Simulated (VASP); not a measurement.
**MnS: band structure with PBEsol**

The system is MnS.

```
CELL_PARAMETERS angstrom
0.00000 2.47032 2.47032
2.47032 0.00000 2.47032
2.47032 2.47032 0.00000
ATOMIC_POSITIONS crystal
Mn 0.00000 0.00000 0.00000
S 0.50000 0.50000 0.50000
```

| Item | Value |
| --- | --- |
| Program | VASP 6.6.1 |
| Task | band structure |
| Functional | PBEsol |
| Potentials or basis | VASP PAW PBE potentials, release 64 (Mn_pv, S) |
| Cutoff | 520 eV |
| k mesh | 10 × 10 × 10 |
| Occupations | gaussian, width 0.03 eV |
| Spin | collinear spin, ferromagnetic start |
| Starting moments | [4.0, 0.0] μB |
| Further INCAR settings | ALGO = Normal; EDIFF = 1e-07; NBANDS = 20; AMIX = 0.2; BMIX = 0.0001 |

```yaml
Pressure: 0.0 GPa
Band_gap_along_the_path: none (metal or under the smearing width)
Net_moment: 4.11 μB per cell
Site_moments: Mn +3.79; S +0.06 μB
Valence_electrons_inside_the_program's_atomic_spheres: Mn 11.50; S 3.72
```

Levels at the corners of the path, in eV from the Fermi level:
Spin up:
```tsv
point	band 9	band 10	band 11	band 12	band 13	band 14	band 15	band 16
Γ	-3.29	-2.07	-2.07	-2.07	2.96	8.96	8.96	8.96
X	-2.93	-2.42	-2.42	-1.76	1.23	5.70	11.50	13.59
X	-2.93	-2.42	-2.42	-1.76	1.23	5.70	11.50	13.59
W	-2.48	-2.42	-2.01	-1.87	5.07	7.36	7.48	7.48
W	-2.48	-2.42	-2.01	-1.87	5.07	7.36	7.48	7.48
K	-2.53	-2.23	-1.84	-1.18	3.00	6.60	9.11	9.88
K	-2.53	-2.23	-1.84	-1.18	3.00	6.60	9.11	9.88
Γ	-3.29	-2.07	-2.07	-2.07	2.96	8.96	8.96	8.96
Γ	-3.29	-2.07	-2.07	-2.07	2.96	8.96	8.96	8.96
L	-2.62	-2.16	1.08	1.08	2.82	5.47	5.47	10.53
L	-2.62	-2.16	1.08	1.08	2.82	5.47	5.47	10.53
U	-2.53	-2.23	-1.84	-1.18	3.00	6.60	9.11	9.88
U	-2.53	-2.23	-1.84	-1.18	3.00	6.60	9.11	9.88
W	-2.48	-2.42	-2.01	-1.87	5.07	7.36	7.48	7.48
W	-2.48	-2.42	-2.01	-1.87	5.07	7.36	7.48	7.48
L	-2.62	-2.16	1.08	1.08	2.82	5.47	5.47	10.53
L	-2.62	-2.16	1.08	1.08	2.82	5.47	5.47	10.53
K	-2.53	-2.23	-1.84	-1.18	3.00	6.60	9.11	9.88
U	-2.53	-2.23	-1.84	-1.18	3.00	6.60	9.11	9.88
X	-2.93	-2.42	-2.42	-1.76	1.23	5.70	11.50	13.59
```
Spin down:
```csv
point,band 3,band 4,band 5,band 6,band 7,band 8,band 9,band 10,band 11,band 12
Γ,-46.29,-15.48,-1.86,-1.86,-1.86,-0.29,-0.29,-0.29,-0.15,-0.15
X,-46.30,-13.58,-6.60,-3.72,-3.72,-1.73,0.40,1.31,1.31,1.52
X,-46.30,-13.58,-6.60,-3.72,-3.72,-1.73,0.40,1.31,1.31,1.52
W,-46.30,-13.43,-5.69,-5.69,-4.94,0.66,0.66,0.96,1.32,1.40
W,-46.30,-13.43,-5.69,-5.69,-4.94,0.66,0.66,0.96,1.32,1.40
K,-46.29,-13.48,-6.15,-5.70,-4.01,-0.29,1.14,1.34,1.38,1.53
K,-46.29,-13.48,-6.15,-5.70,-4.01,-0.29,1.14,1.34,1.38,1.53
Γ,-46.29,-15.48,-1.86,-1.86,-1.86,-0.29,-0.29,-0.29,-0.15,-0.15
Γ,-46.29,-15.48,-1.86,-1.86,-1.86,-0.29,-0.29,-0.29,-0.15,-0.15
L,-46.29,-13.74,-7.55,-4.11,-4.11,1.00,1.00,1.28,3.24,3.57
L,-46.29,-13.74,-7.55,-4.11,-4.11,1.00,1.00,1.28,3.24,3.57
U,-46.29,-13.48,-6.15,-5.70,-4.01,-0.29,1.14,1.34,1.38,1.53
U,-46.29,-13.48,-6.15,-5.70,-4.01,-0.29,1.14,1.34,1.38,1.53
W,-46.30,-13.43,-5.69,-5.69,-4.94,0.66,0.66,0.96,1.32,1.40
W,-46.30,-13.43,-5.69,-5.69,-4.94,0.66,0.66,0.96,1.32,1.40
L,-46.29,-13.74,-7.55,-4.11,-4.11,1.00,1.00,1.28,3.24,3.57
L,-46.29,-13.74,-7.55,-4.11,-4.11,1.00,1.00,1.28,3.24,3.57
K,-46.29,-13.48,-6.15,-5.70,-4.01,-0.29,1.14,1.34,1.38,1.53
U,-46.29,-13.48,-6.15,-5.70,-4.01,-0.29,1.14,1.34,1.38,1.53
X,-46.30,-13.58,-6.60,-3.72,-3.72,-1.73,0.40,1.31,1.31,1.52
```

Core levels (eV, on the scale of the bands):
```csv
atom,levels
1 Mn,"1s -6414.7, 2s -729.4, 2p -615.6, 3s -71.2"
2 S,"1s -2392.2, 2s -198.2, 2p -143.0"
```

Wall time 79 s on 1 thread of Intel(R) Xeon(R) Platinum 8559C (Emerald Rapids) (shared host), peak memory 0.23 GiB.

Caveat: the PAW data sets were made with another functional, which shifts forces and pressure a little; a cell with one magnetic atom can't hold antiferromagnetic order, which such compounds often take; semilocal functionals often make such compounds metallic where correlation or magnetic order opens a gap, which also shifts bond lengths.
